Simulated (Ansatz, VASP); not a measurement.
# CdSe in VASP and in Ansatz

INCAR

```
SYSTEM = CdSe
ALGO = Normal
EDIFF = 1E-6
ENCUT = 520
ISIF = 2
ISMEAR = -1
LASPH = .TRUE.
LCHARG = .FALSE.
LREAL = .FALSE.
LWAVE = .FALSE.
NBANDS = 16
NELM = 100
PREC = Accurate
SIGMA = 0.03
```

The input KPOINTS:

```
k-points
0
G
  8 8 8
  0 0 0
```

POSCAR

```
CdSe
1.0
    0.0000000000      3.0702711986      3.1009739106
    3.0702711986      0.0000000000      3.1009739106
    3.0702711986      3.0702711986      0.0000000000
Cd Se
1 1
Direct
    0.0000000000      0.0000000000      0.0000000000
    0.2500000000      0.2500000000      0.2500000000
```

Input for Ansatz:

```yaml
crystal:
  lattice:
    - [0.0, 3.0702711986, 3.1009739106]
    - [3.0702711986, 0.0, 3.1009739106]
    - [3.0702711986, 3.0702711986, 0.0]
  atoms:
    - { symbol: Cd, position: [0.0, 0.0, 0.0] }
    - { symbol: Se, position: [0.25, 0.25, 0.25] }
kpoints:
  mp_grid: { grid: [8, 8, 8] }
  band_path:
    path:
      - [0.0, 0.0, 0.0]
      - [0.5, 0.0, 0.5]
      - [0.75, 0.25, 0.5]
      - [0.5, 0.5, 0.5]
      - [0.0, 0.0, 0.0]
      - [0.5, 0.5, 0.0]
      - [0.6274629938, 0.6274629938, 0.2549259876]
      - [0.3725370062, 0.3725370062, 0.7450740124]
      - [0.0, 0.0, 0.0]
    npoints: 5
scf:
  occupations: { method: fermi_dirac, width: 0.03 }
hamiltonian:
  xc: lda
  pseudopotentials: { kind: all_electron, lapw: { basis_error: 0.001 } }
output:
  forces: true
  stress: true
  eigenvalues: true
```

Change from the starting cell: zz strain of +1 %.

Alike in both runs: task single point; functional LDA; k mesh 8 × 8 × 8; occupations fermi-dirac, width 0.03 eV; no spin polarisation.

|  | VASP | Ansatz |
| --- | --- | --- |
| version | VASP 6.6.1 | Ansatz 0.2.0 |
| potentials or method | VASP PAW LDA potentials, release 64 (Cd, Se) | all-electron LAPW, scalar-relativistic |
| plane-wave cutoff (eV) | 520 | see its input |

```tsv
	VASP	Ansatz	Ansatz less VASP
pressure (GPa)	-3.3	-3.7	-0.34
largest component of the traceless stress (GPa)	0.15	0.15	+0.002
```

Ansatz ran all-electron here, so the differences hold the error of VASP's frozen core and of both bases.
